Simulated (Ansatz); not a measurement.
**CaF2: enthalpy against pressure**

CaF2, Fm-3m, a = 5.512 Å. Ansatz: PBE, PAW, 420 eV, Γ-centred 8×8×8 mesh on 3 atoms, Gaussian smearing 0.02 eV; no spin polarisation. Cell and atoms are relaxed at each pressure, and no other structure is tried; the real crystal is known to change phase within this range, so the rows at high pressure are metastable. y is the enthalpy over the state at zero pressure; there V0 = 13.954 Å³/atom. The pressures are the targets, met within 0.06 GPa.

```
P (GPa) y (eV/atom)
   -3.0      -0.2667
    0.0       0.0000
    3.0       0.2564
    8.0            ?
   15.0       1.2095
   30.0       2.2913
   60.0       4.2355
```

**Question.** Fit y = c1 P + c2 P² + c3 P³ to the other rows, say what c1 and c2 mean, and predict the missing value.

**Answer.** Least squares on the rows shown. y = 0.086370 P − 0.00040572 P² + 2.3797×10⁻⁶ P³. Since dH/dP = V, c1 is V0: 0.086370 eV/GPa × 160.2 = 13.836 Å³ against 13.954; c2 = −V0/(2B0) gives B0 = 106 GPa, where a Birch–Murnaghan fit to the volumes of the same runs (not shown) gives 77 GPa: a cubic over this range folds the higher terms into c2. Above P = −c2/(3 c3) = 57 GPa the cubic's slope, the volume, would rise with pressure, so the form fails there. At P = 8.0 the fit asked for gives 0.6662 eV/atom. The run gave 0.6658 eV/atom, so the fit is 0.0004 eV/atom too high, within the rms miss on the fitted rows (0.0022 eV/atom).